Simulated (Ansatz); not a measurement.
**Relaxing Ga5O8**

These are results of DFT PBE, scalar-relativistic, plane waves, PAW (Ansatz 0.2.0), not measurements. Settings: 420 eV cutoff, 2×2×2 k-mesh, shifted by half a step, Gaussian smearing of 0.01 eV, collinear spin.

What was changed: Ga vacancy (site c), charge -2, atoms relaxed at the host's cell.

In a supercell of 39 atoms the defect feels its periodic images.

Command:

```bash
ansatz run input.yaml --threads 4 --pin off --max-ram 10240MiB --backend cpu --events-out ev --progress --plain --runs-dir out
```

Input:

```yaml
crystal:
  lattice:
    - [-5.0576143766, -2.9200150218, 4.5408731704]
    - [5.0576143766, -2.9200150218, 4.5408731704]
    - [0.0, 5.8400300436, 4.5408731704]
  atoms:
    - { symbol: Ga, position: [0.3583570806, 0.3552761215, 0.8510231141] }
    - { symbol: Ga, position: [0.3552761215, 0.8510231141, 0.3583570806] }
    - { symbol: Ga, position: [0.8510231141, 0.3583570806, 0.3552761215] }
    - { symbol: Ga, position: [0.6651887943, 0.6651887943, 0.6651887943] }
    - { symbol: Ga, position: [0.1440964193, 0.1448553642, 0.6399246642] }
    - { symbol: Ga, position: [0.1448553642, 0.6399246642, 0.1440964193] }
    - { symbol: Ga, position: [0.6399246642, 0.1440964193, 0.1448553642] }
    - { symbol: Ga, position: [0.1446194616, 0.1446194616, 0.1446194616] }
    - { symbol: Ga, position: [0.6466311082, 0.6550351909, 0.1318630555] }
    - { symbol: Ga, position: [0.6550351909, 0.1318630555, 0.6466311082] }
    - { symbol: Ga, position: [0.1318630555, 0.6466311082, 0.6550351909] }
    - { symbol: Ga, position: [0.3580558458, 0.3580558458, 0.3580558458] }
    - { symbol: Ga, position: [0.8610740798, 0.8587299233, 0.3527464297] }
    - { symbol: Ga, position: [0.8587299233, 0.3527464297, 0.8610740798] }
    - { symbol: Ga, position: [0.3527464297, 0.8610740798, 0.8587299233] }
    - { symbol: O, position: [0.2472218064, 0.401807741, 0.5979226868] }
    - { symbol: O, position: [0.7498946168, 0.901419352, 0.5811570065], spin: 0.167 }
    - { symbol: O, position: [0.749046681, 0.4077357714, 0.1020069702] }
    - { symbol: O, position: [0.242911754, 0.8998019582, 0.0997652979] }
    - { symbol: O, position: [0.401807741, 0.5979226868, 0.2472218064] }
    - { symbol: O, position: [0.8998019582, 0.0997652979, 0.242911754] }
    - { symbol: O, position: [0.901419352, 0.5811570065, 0.7498946168], spin: 0.167 }
    - { symbol: O, position: [0.4077357714, 0.1020069702, 0.749046681] }
    - { symbol: O, position: [0.5979226868, 0.2472218064, 0.401807741] }
    - { symbol: O, position: [0.1020069702, 0.749046681, 0.4077357714] }
    - { symbol: O, position: [0.0997652979, 0.242911754, 0.8998019582] }
    - { symbol: O, position: [0.5811570065, 0.7498946168, 0.901419352], spin: 0.167 }
    - { symbol: O, position: [0.7459585344, 0.5970893897, 0.4065591787] }
    - { symbol: O, position: [0.252003826, 0.0977217657, 0.3986412881] }
    - { symbol: O, position: [0.2420408513, 0.591530879, 0.902311249] }
    - { symbol: O, position: [0.7370515001, 0.1256852316, 0.8993941865], spin: 0.167 }
    - { symbol: O, position: [0.4065591787, 0.7459585344, 0.5970893897] }
    - { symbol: O, position: [0.902311249, 0.2420408513, 0.591530879] }
    - { symbol: O, position: [0.8993941865, 0.7370515001, 0.1256852316], spin: 0.167 }
    - { symbol: O, position: [0.3986412881, 0.252003826, 0.0977217657] }
    - { symbol: O, position: [0.5970893897, 0.4065591787, 0.7459585344] }
    - { symbol: O, position: [0.1256852316, 0.8993941865, 0.7370515001], spin: 0.167 }
    - { symbol: O, position: [0.0977217657, 0.3986412881, 0.252003826] }
    - { symbol: O, position: [0.591530879, 0.902311249, 0.2420408513] }
  host:
    lattice:
      - [2.5288071883, 1.4600075109, 4.5408731704]
      - [-2.5288071883, 1.4600075109, 4.5408731704]
      - [0.0, -2.9200150218, 4.5408731704]
    atoms:
      - { symbol: Ga, position: [0.8558438243, 0.8558438243, 0.8558438243] }
      - { symbol: Ga, position: [0.6441561757, 0.6441561757, 0.6441561757] }
      - { symbol: Ga, position: [0.1441561757, 0.1441561757, 0.1441561757] }
      - { symbol: Ga, position: [0.3558438243, 0.3558438243, 0.3558438243] }
      - { symbol: O, position: [0.75, 0.4468728987, 0.0531271013] }
      - { symbol: O, position: [0.4468728987, 0.0531271013, 0.75] }
      - { symbol: O, position: [0.0531271013, 0.75, 0.4468728987] }
      - { symbol: O, position: [0.25, 0.5531271013, 0.9468728987] }
      - { symbol: O, position: [0.9468728987, 0.25, 0.5531271013] }
      - { symbol: O, position: [0.5531271013, 0.9468728987, 0.25] }
total_charge: -2
basis:
  ecutwfc: 420
  xc_grid: 2
kpoints:
  mp_grid: { grid: [2, 2, 2], shift: [0.5, 0.5, 0.5] }
hamiltonian:
  xc: pbe
scf:
  occupations: { method: gaussian, width: 0.01 }
output:
  forces: true
  stress: false
  eigenvalues: true
  populations: true
  charged_corrections:
    defect_position: [0.85584382, 0.85584382, 0.85584382]
    epsilon: [[14.0148, 0.0, 0.0], [0.0, 14.0148, 0.0], [0.0, 0.0, 21.0877]]
  write_density: true
  write_potential: true
  elf: true
  volumetric_format: npy
magnetization:
  spin_polarized: true
relax:
  adjacent_minimum: "off"
  f_tol: 0.025
  max_steps: 45
```

F is the free energy.

Steps:

| step | F − F(1) (eV) | largest force component (eV/Å) |
| --- | --- | --- |
| 1 | 0.0000 | 0.498 |
| 2 | -0.0980 | 0.254 |
| 3 | -0.1144 | 0.133 |
| 4 | -0.1168 | 0.067 |
| 5 | -0.1199 | 0.016 |
| 6 | -0.1199 | 0.016 |

Relaxed structure:

```yaml
crystal:
  lattice:
    - [-5.05761, -2.92002, 4.54087]
    - [5.05761, -2.92002, 4.54087]
    - [0.00000, 5.84003, 4.54087]
  atoms:
    - { symbol: Ga, position: [0.35925, 0.35637, 0.84943] }
    - { symbol: Ga, position: [0.35637, 0.84943, 0.35925] }
    - { symbol: Ga, position: [0.84943, 0.35925, 0.35637] }
    - { symbol: Ga, position: [0.66201, 0.66201, 0.66201] }
    - { symbol: Ga, position: [0.14381, 0.14248, 0.64214] }
    - { symbol: Ga, position: [0.14248, 0.64214, 0.14381] }
    - { symbol: Ga, position: [0.64214, 0.14381, 0.14248] }
    - { symbol: Ga, position: [0.14449, 0.14449, 0.14449] }
    - { symbol: Ga, position: [0.65156, 0.65744, 0.12939] }
    - { symbol: Ga, position: [0.65744, 0.12939, 0.65156] }
    - { symbol: Ga, position: [0.12939, 0.65156, 0.65744] }
    - { symbol: Ga, position: [0.35900, 0.35900, 0.35900] }
    - { symbol: Ga, position: [0.85898, 0.85532, 0.35122] }
    - { symbol: Ga, position: [0.85532, 0.35122, 0.85898] }
    - { symbol: Ga, position: [0.35122, 0.85898, 0.85532] }
    - { symbol: O, position: [0.24625, 0.40213, 0.59822] }
    - { symbol: O, position: [0.74829, 0.90043, 0.57958] }
    - { symbol: O, position: [0.74958, 0.40852, 0.10148] }
    - { symbol: O, position: [0.24554, 0.90071, 0.10064] }
    - { symbol: O, position: [0.40213, 0.59822, 0.24625] }
    - { symbol: O, position: [0.90071, 0.10064, 0.24554] }
    - { symbol: O, position: [0.90043, 0.57958, 0.74829] }
    - { symbol: O, position: [0.40852, 0.10148, 0.74958] }
    - { symbol: O, position: [0.59822, 0.24625, 0.40213] }
    - { symbol: O, position: [0.10148, 0.74958, 0.40852] }
    - { symbol: O, position: [0.10064, 0.24554, 0.90071] }
    - { symbol: O, position: [0.57958, 0.74829, 0.90043] }
    - { symbol: O, position: [0.74565, 0.59637, 0.40711] }
    - { symbol: O, position: [0.25235, 0.09762, 0.39948] }
    - { symbol: O, position: [0.24152, 0.59207, 0.90268] }
    - { symbol: O, position: [0.74345, 0.11991, 0.90166] }
    - { symbol: O, position: [0.40711, 0.74565, 0.59637] }
    - { symbol: O, position: [0.90268, 0.24152, 0.59207] }
    - { symbol: O, position: [0.90166, 0.74345, 0.11991] }
    - { symbol: O, position: [0.39948, 0.25235, 0.09762] }
    - { symbol: O, position: [0.59637, 0.40711, 0.74565] }
    - { symbol: O, position: [0.11991, 0.90166, 0.74345] }
    - { symbol: O, position: [0.09762, 0.39948, 0.25235] }
    - { symbol: O, position: [0.59207, 0.90268, 0.24152] }
```

The run converged. The run took 2.7 min on 4 threads of Intel(R) Xeon(R) Platinum 8488C (Sapphire Rapids) (shared host), peak memory 1.8 GiB.